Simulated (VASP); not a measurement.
Crystal: V2O5.

```xyz
14
Lattice="3.5640 0.0000 0.0000 0.0000 11.5120 0.0000 0.0000 0.0000 4.3680" Properties=species:S:1:pos:R:3 pbc="T T T"
V     0.0000    9.7988    0.4731
V     0.0000    1.7132    0.4731
V     1.7820    4.0428    3.8949
V     1.7820    7.4692    3.8949
O     0.0000    9.8347    2.0486
O     0.0000    1.6773    2.0486
O     1.7820    4.0787    2.3194
O     1.7820    7.4333    2.3194
O     0.0000    7.8408    4.3549
O     0.0000    3.6712    4.3549
O     1.7820    2.0848    0.0131
O     1.7820    9.4272    0.0131
O     0.0000    0.0000    4.3636
O     1.7820    5.7560    0.0044
```

| Property | Result |
| --- | --- |
| Program | VASP 6.6.1 |
| Task | relaxation of cell and atoms |
| Functional | rev-vdW-DF2 |
| Potentials or basis | VASP PAW PBE potentials, release 64 (V_sv, O) |
| Cutoff | 600 eV |
| k mesh | 8 × 4 × 6 |
| Occupations | gaussian, width 0.03 eV |
| Spin | no spin polarisation |

At the start: pressure 2.9 GPa; volume 12.80 Å³/atom.

Question: Where does the relaxation end?

Answer: Over 37 steps the energy falls by 4.8 meV/atom and the volume is 12.57 Å³/atom (-1.8 %); space group Pmmn (No. 59, to 0.05 Å).

The path:
```csv
step,energy change (eV),largest force (eV/Å),pressure (GPa),volume (Å³)
1,0.0000,1.0974,2.88,179.21
2,0.9843,3.9997,-9.08,185.22
3,-0.0413,0.2608,0.39,180.13
4,-0.0416,0.1859,0.57,180.06
5,-0.0416,0.1699,0.62,180.04
6,-0.0474,0.0865,-0.68,181.24
7,-0.0478,0.0825,-0.42,181.00
8,-0.0514,0.0605,-0.30,180.66
9,-0.0530,0.1946,-0.04,180.01
10,-0.0533,0.1460,-0.11,180.18
11,-0.0554,0.0689,-0.04,179.86
12,-0.0559,0.0947,0.04,179.57
13,-0.0577,0.0785,-0.04,179.36
14,-0.0600,0.1251,-0.26,178.72
15,-0.0609,0.0669,-0.17,178.58
16,-0.0616,0.0760,0.04,178.27
17,-0.0616,0.0742,0.00,178.30
18,-0.0619,0.0711,0.01,178.25
19,-0.0626,0.0621,-0.02,178.12
20,-0.0636,0.0450,-0.09,177.86
21,-0.0641,0.0913,-0.22,177.33
22,-0.0645,0.0688,-0.14,177.16
23,-0.0646,0.0773,-0.04,176.94
24,-0.0650,0.0638,-0.06,176.85
25,-0.0654,0.0682,-0.11,176.66
26,-0.0658,0.0567,-0.04,176.54
27,-0.0665,0.0601,0.19,176.18
28,-0.0665,0.0748,0.27,176.05
29,-0.0669,0.0513,0.24,175.98
30,-0.0673,0.0225,0.15,175.81
31,-0.0674,0.0161,0.11,175.85
32,-0.0674,0.0269,0.07,175.91
33,-0.0675,0.0217,0.00,175.96
34,-0.0675,0.0223,-0.05,175.99
35,-0.0675,0.0208,-0.06,176.01
36,-0.0676,0.0164,-0.08,176.06
37,-0.0677,0.0073,0.00,176.02
```

Final structure:
```xyz
14
Lattice="3.5517 0.0000 0.0000 0.0000 11.6863 0.0000 0.0000 0.0000 4.2408" Properties=species:S:1:pos:R:3 pbc="T T T"
V     0.0000    9.9590    0.4621
V     0.0000    1.7273    0.4621
V     1.7759    4.1158    3.7786
V     1.7759    7.5704    3.7786
O     0.0000    9.9792    2.0616
O     0.0000    1.7071    2.0616
O     1.7759    4.1360    2.1792
O     1.7759    7.5502    2.1792
O     0.0000    7.9661    4.2293
O     0.0000    3.7202    4.2293
O     1.7759    2.1229    0.0115
O     1.7759    9.5633    0.0115
O     0.0000    0.0000    0.0236
O     1.7759    5.8431    4.2171
```

Caveat: the PAW data sets were made with another functional, which shifts forces and pressure a little.
